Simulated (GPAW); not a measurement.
Here is a GPAW 26.7.0 calculation.

File run.py:

```python
from ase import Atoms
from ase.dft.bandgap import bandgap
from ase.io import write
from ase.units import GPa
from gpaw import GPAW, PW

atoms = Atoms(['Sn', 'Sn', 'O', 'O', 'O', 'O'],
              cell=[[3.2305756168, 0.0, 0.0],
                    [-1.6152878084, 2.797760553, 0.0],
                    [0.0, 0.0, 10.790562]],
              scaled_positions=[[0.0, 0.0, 0.0],
                                [0.0, 0.0, 0.5],
                                [0.3333333333, 0.6666666667, 0.905862],
                                [0.3333333333, 0.6666666667, 0.594138],
                                [0.6666666667, 0.3333333333, 0.094138],
                                [0.6666666667, 0.3333333333, 0.405862]],
              pbc=True)

calc = GPAW(mode=PW(650),
            xc='MGGA_X_R2SCAN+MGGA_C_R2SCAN',
            kpts={'size': (8, 8, 2), 'gamma': True},
            occupations={'name': 'fermi-dirac', 'width': 0.05},
            nbands=43,
            maxiter=120,
            txt='gpaw.txt')
atoms.calc = calc
energy = atoms.get_potential_energy()
forces = atoms.get_forces()
stress = atoms.get_stress()
calc.write('gs.gpw')
write('result.traj', atoms)
print(f'Energy: {energy:.6f} eV')
print('Forces (eV/A):')
print(forces.round(4))
print('Stress (GPa):', (stress / GPa).round(3))
print('Fermi level:', round(calc.get_fermi_level(), 4), 'eV')
print(f'Gap: {bandgap(calc)[0]:.4f} eV, direct: {bandgap(calc, direct=True)[0]:.4f} eV')
```

Potentials or basis: GPAW PAW data sets (gpaw-data 1.2.1), pw.

The run is started by

```sh
$ OMP_NUM_THREADS=1 python run.py
```

Q: What does it give for the band gap on the k mesh?

A: 2.64 eV, indirect (least direct gap 3.03 eV).

Q: What does it give for the largest force?

A: 0.687 eV/Å.

Q: Predict the pressure.

A: -8.4 GPa.

Stress tensor (GPa, compression positive):
```
-9.63  0.00  0.00
 0.00 -9.63  0.00
 0.00  0.00 -5.95
```

Caveat: the cutoff is short for stress and forces, so pressures can be off by a GPa or more; the PAW data sets were made with another functional, which shifts forces and pressure a little; spin-orbit coupling is left out, which moves the levels of the heavy elements. A k mesh can miss the band edges.
